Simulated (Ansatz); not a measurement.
## Ca₁₆O₁₇: course of a relaxation

Theory: DFT PBE, scalar-relativistic, plane waves, PAW in Ansatz. Settings: 420 eV cutoff, 2×2×2 k-mesh, shifted by half a step, Gaussian smearing of 0.01 eV, no spin polarisation.

What was changed: O interstitial, charge -2, atoms relaxed at the host's cell.

In a supercell of 33 atoms the defect feels its periodic images.

Spin polarisation was left out.

Command:

```bash
ansatz run input.yaml --threads 4 --pin off --max-ram 6144MiB --backend cpu --events-out ev --progress --plain --runs-dir out
```

Input:

```yaml
crystal:
  lattice:
    - [-4.8307861657, 4.8307861657, -4.8307861657]
    - [4.8307861657, -4.8307861657, -4.8307861657]
    - [-4.8307861657, -4.8307861657, 4.8307861657]
  atoms:
    - { symbol: Ca, position: [0.0015160892, 0.2541575117, 0.75] }
    - { symbol: Ca, position: [0.75, 0.2541575117, 1.0015160892] }
    - { symbol: Ca, position: [0.4973585776, 0.2458424883, 0.2458424883] }
    - { symbol: Ca, position: [0.2541575117, 0.0015160892, 0.75] }
    - { symbol: Ca, position: [0.2458424883, 0.2458424883, 0.4973585776] }
    - { symbol: Ca, position: [1.0048939524, 1.0048939524, 1.0048939524] }
    - { symbol: Ca, position: [0.75, 0.0015160892, 0.2541575117] }
    - { symbol: Ca, position: [0.4951060476, 0.75, 0.75] }
    - { symbol: Ca, position: [0.4984839108, 0.0026414224, 0.4984839108] }
    - { symbol: Ca, position: [0.2541575117, 0.75, 1.0015160892] }
    - { symbol: Ca, position: [0.0015160892, 0.75, 0.2541575117] }
    - { symbol: Ca, position: [0.75, 0.4951060476, 0.75] }
    - { symbol: Ca, position: [0.75, 0.75, 0.4951060476] }
    - { symbol: Ca, position: [0.4984839108, 0.4984839108, 1.0026414224] }
    - { symbol: Ca, position: [0.2458424883, 0.4973585776, 0.2458424883] }
    - { symbol: Ca, position: [0.0026414224, 0.4984839108, 0.4984839108] }
    - { symbol: O, position: [0.75, 0.2537811964, 0.4975216296] }
    - { symbol: O, position: [0.4975216296, 0.2537811964, 0.75] }
    - { symbol: O, position: [0.2462188036, 0.2462188036, -0.0062595668] }
    - { symbol: O, position: [0.0024783704, 0.0024783704, 0.5062595668] }
    - { symbol: O, position: [-0.0062595668, 0.2462188036, 0.2462188036] }
    - { symbol: O, position: [0.75, 0.0438673678, 0.75] }
    - { symbol: O, position: [0.5062595668, 0.0024783704, 0.0024783704] }
    - { symbol: O, position: [0.2537811964, 0.75, 0.4975216296] }
    - { symbol: O, position: [0.2462188036, -0.0062595668, 0.2462188036] }
    - { symbol: O, position: [0.0438673678, 0.75, 0.75] }
    - { symbol: O, position: [0.75, 0.75, 0.0438673678] }
    - { symbol: O, position: [0.4561326322, 0.4561326322, 0.4561326322] }
    - { symbol: O, position: [0.4975216296, 0.75, 0.2537811964] }
    - { symbol: O, position: [0.2537811964, 0.4975216296, 0.75] }
    - { symbol: O, position: [0.0024783704, 0.5062595668, 0.0024783704] }
    - { symbol: O, position: [0.75, 0.4975216296, 0.2537811964] }
    - { symbol: O, position: [0.75, 0.75, 0.75] }
  host:
    lattice:
      - [0.0, 2.4153930828, 2.4153930828]
      - [2.4153930828, 0.0, 2.4153930828]
      - [2.4153930828, 2.4153930828, 0.0]
    atoms:
      - { symbol: Ca, position: [0.0, 0.0, 0.0] }
      - { symbol: O, position: [0.5, 0.5, 0.5] }
total_charge: -2
basis:
  ecutwfc: 420
  xc_grid: 2
kpoints:
  mp_grid: { grid: [2, 2, 2], shift: [0.5, 0.5, 0.5] }
hamiltonian:
  xc: pbe
scf:
  occupations: { method: gaussian, width: 0.01 }
output:
  forces: true
  stress: false
  eigenvalues: true
  charged_corrections:
    defect_position: [0.75, 0.75, 0.75]
    epsilon: [[16.7363, 0.0, 0.0], [0.0, 16.7363, 0.0], [0.0, 0.0, 16.7363]]
relax:
  adjacent_minimum: "off"
  f_tol: 0.025
  max_steps: 45
```

F is the free energy.

Steps:

```tsv
step	F − F(1) (eV)	largest force component (eV/Å)
1	0.0000	0.639
2	-0.1566	0.354
3	-0.2830	0.025
4	-0.2830	0.025
```

Relaxed structure:

```yaml
crystal:
  lattice:
    - [-4.83079, 4.83079, -4.83079]
    - [4.83079, -4.83079, -4.83079]
    - [-4.83079, -4.83079, 4.83079]
  atoms:
    - { symbol: Ca, position: [0.00038, 0.25462, 0.75000] }
    - { symbol: Ca, position: [0.75000, 0.25462, 0.00038] }
    - { symbol: Ca, position: [0.49576, 0.24538, 0.24538] }
    - { symbol: Ca, position: [0.25462, 0.00038, 0.75000] }
    - { symbol: Ca, position: [0.24538, 0.24538, 0.49576] }
    - { symbol: Ca, position: [0.99904, 0.99904, 0.99904] }
    - { symbol: Ca, position: [0.75000, 0.00038, 0.25462] }
    - { symbol: Ca, position: [0.50096, 0.75000, 0.75000] }
    - { symbol: Ca, position: [0.49962, 0.00424, 0.49962] }
    - { symbol: Ca, position: [0.25462, 0.75000, 0.00038] }
    - { symbol: Ca, position: [0.00038, 0.75000, 0.25462] }
    - { symbol: Ca, position: [0.75000, 0.50096, 0.75000] }
    - { symbol: Ca, position: [0.75000, 0.75000, 0.50096] }
    - { symbol: Ca, position: [0.49962, 0.49962, 0.00424] }
    - { symbol: Ca, position: [0.24538, 0.49576, 0.24538] }
    - { symbol: Ca, position: [0.00424, 0.49962, 0.49962] }
    - { symbol: O, position: [0.75000, 0.25428, 0.49597] }
    - { symbol: O, position: [0.49597, 0.25428, 0.75000] }
    - { symbol: O, position: [0.24572, 0.24572, 0.99169] }
    - { symbol: O, position: [0.00403, 0.00403, 0.50831] }
    - { symbol: O, position: [0.99169, 0.24572, 0.24572] }
    - { symbol: O, position: [0.75000, 0.05317, 0.75000] }
    - { symbol: O, position: [0.50831, 0.00403, 0.00403] }
    - { symbol: O, position: [0.25428, 0.75000, 0.49597] }
    - { symbol: O, position: [0.24572, 0.99169, 0.24572] }
    - { symbol: O, position: [0.05317, 0.75000, 0.75000] }
    - { symbol: O, position: [0.75000, 0.75000, 0.05317] }
    - { symbol: O, position: [0.44683, 0.44683, 0.44683] }
    - { symbol: O, position: [0.49597, 0.75000, 0.25428] }
    - { symbol: O, position: [0.25428, 0.49597, 0.75000] }
    - { symbol: O, position: [0.00403, 0.50831, 0.00403] }
    - { symbol: O, position: [0.75000, 0.49597, 0.25428] }
    - { symbol: O, position: [0.75000, 0.75000, 0.75000] }
```

The run converged. Time: 31 s on 4 threads of Arm Neoverse V1 (shared host), peak memory 1 GiB.